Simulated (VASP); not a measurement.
Al3Cu:

```
Cu Al
1.0
     2.77841    0.00000    0.00000
     0.00000    2.77841    0.00000
     0.00000    0.00000    7.51340
Cu Al
1 3
Direct
  0.00000 0.00000 0.00000
  0.50000 0.50000 0.77388
  0.50000 0.50000 0.22612
  0.00000 0.00000 0.50000
```

The cell comes from a database or a generator and needn't be the stable form of this composition.

```yaml
Program: VASP 6.6.1
Task: single point
Functional: PBEsol
Potentials_or_basis: VASP PAW PBE potentials, release 64 (Cu, Al)
Cutoff: 520 eV
k_mesh: 10 × 10 × 4
Occupations: fermi-dirac, width 0.05 eV
Spin: no spin polarisation
```

On this cell: pressure 1.3 GPa; largest force 0.188 eV/Å; band gap on the k mesh none (metal or under the smearing width).

The same run follows on a disturbed copy (atoms moved at random, drawn with an rms of 0.05 Å):

```
CELL_PARAMETERS angstrom
2.77841 0.00000 0.00000
0.00000 2.77841 0.00000
0.00000 0.00000 7.51340
ATOMIC_POSITIONS crystal
Cu 0.99047 0.00678 0.99577
Al 0.49501 0.49918 0.77187
Al 0.50029 0.49998 0.23068
Al 0.00447 0.99440 0.49774
```

Q: What changes?

A: The energy (extrapolated to zero smearing) moves by +5.4 meV/atom; pressure 1.2 GPa; largest force 0.559 eV/Å; band gap on the k mesh none (metal or under the smearing width).

Forces in eV/Å, atoms in the order of the input:
```
Cu   0.048 -0.055  0.216
Al   0.001  0.029  0.200
Al  -0.026  0.009 -0.558
Al  -0.023  0.017  0.143
```

Stress tensor (GPa, compression positive):
```
 0.60 -0.01 -0.02
-0.01  0.60 -0.02
-0.02 -0.02  2.38
```

Caveats: the PAW data sets were made with another functional, which shifts forces and pressure a little.
